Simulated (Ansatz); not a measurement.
# As: the cost of one run

Program: Ansatz 0.2.0. Level of theory: DFT PBE+D3(BJ), scalar-relativistic, plane waves, PAW. These are calculated values, not measurements.

3 further runs of the same task are left out: 1 that didn't finish, 2 set aside as unsound or not needed.

### 1 Starting point

It takes space group Cmce (No. 64, orthorhombic). The conventional cell has a = 3.736 Å, b = 10.830 Å, c = 4.299 Å, α = 90.00°, β = 90.00°, γ = 90.00°. As (site symmetry m) is surrounded by 3 As at 2.49 to 2.51 Å.

Structure file:

```xyz
4
Lattice="1.8681 -5.4148 0.0000 1.8681 5.4148 0.0000 0.0000 0.0000 4.2990" Properties=species:S:1:pos:R:3 pbc="T T T"
As    1.8681    4.1948    4.0601
As    1.8681   -1.2199    2.3884
As    1.8681   -4.1948    0.2389
As    1.8681    1.2199    1.9106
```

It is the result of an earlier relaxation at this level (volume 21.74 Å³/atom; gap on the mesh: none (metal)).

### 2 Cutting the slab

Planes are indexed in the bulk's conventional cell (Cmce (No. 64)), a = 3.736 Å, b = 10.830 Å, c = 4.299 Å, α = 90.00°, β = 90.00°, γ = 90.00°.

A (001) slab, 6.0 Å thick as cut, with 17 Å of vacuum, in a 2×1 surface cell; its outer planes are As (top) and As (bottom).

The slab as cut. Layers, bottom to top:

| plane | atoms per cell | height over the lowest (Å) |
| --- | --- | --- |
| 1 | As2 | 0.00 |
| 2 | As2 | 1.67 |
| 3 | As2 | 2.15 |
| 4 | As2 | 3.82 |
| 5 | As2 | 4.30 |
| 6 | As2 | 5.97 |

### 3 The clean surface, relaxed

File input.yaml:

```yaml
crystal:
  lattice:
    - [7.47222893, 0.0, 0.0]
    - [-1.8680572325, 5.4147563222, 0.0]
    - [0.0, 0.0, 22.9707150926]
  atoms:
    - { symbol: As, position: [0.4436757393, 0.7747029571, 0.3700363687] }
    - { symbol: As, position: [0.9436757393, 0.7747029571, 0.3700363687] }
    - { symbol: As, position: [0.1936757393, 0.7747029571, 0.4428136994] }
    - { symbol: As, position: [0.6936757393, 0.7747029571, 0.4428136994] }
    - { symbol: As, position: [0.3063242607, 0.2252970429, 0.4636113347] }
    - { symbol: As, position: [0.8063242607, 0.2252970429, 0.4636113347] }
    - { symbol: As, position: [0.0563242607, 0.2252970429, 0.5363886653] }
    - { symbol: As, position: [0.5563242607, 0.2252970429, 0.5363886653] }
    - { symbol: As, position: [0.4436757393, 0.7747029571, 0.5571863006] }
    - { symbol: As, position: [0.9436757393, 0.7747029571, 0.5571863006] }
    - { symbol: As, position: [0.1936757393, 0.7747029571, 0.6299636313] }
    - { symbol: As, position: [0.6936757393, 0.7747029571, 0.6299636313] }
basis:
  ecutwfc: 420
kpoints:
  mp_grid: { grid: [4, 6, 1] }
hamiltonian:
  xc: pbe
  dispersion: d3bj
scf:
  occupations: { method: gaussian, width: 0.1 }
output:
  forces: true
  eigenvalues: true
  write_density: true
  write_potential: true
  elf: true
  volumetric_format: npy
relax:
  adjacent_minimum: "off"
  f_tol: 0.03
  max_steps: 70
  constraints: [{ sites: [0, 1, 2, 3, 4, 5] }]
efield:
  axis: 3
  dipole_correction: true
  ramp_width: 0.04
```

Run with:

```
$ ansatz run input.yaml --threads 2 --pin off --max-ram 6144MiB --backend cpu --events-out ev --progress --plain --runs-dir out
```

**Question.** How long does this run take on 2 threads of an Arm CPU, shared host, and how much memory does it need?

About 31 min, with a peak of 2 GiB.
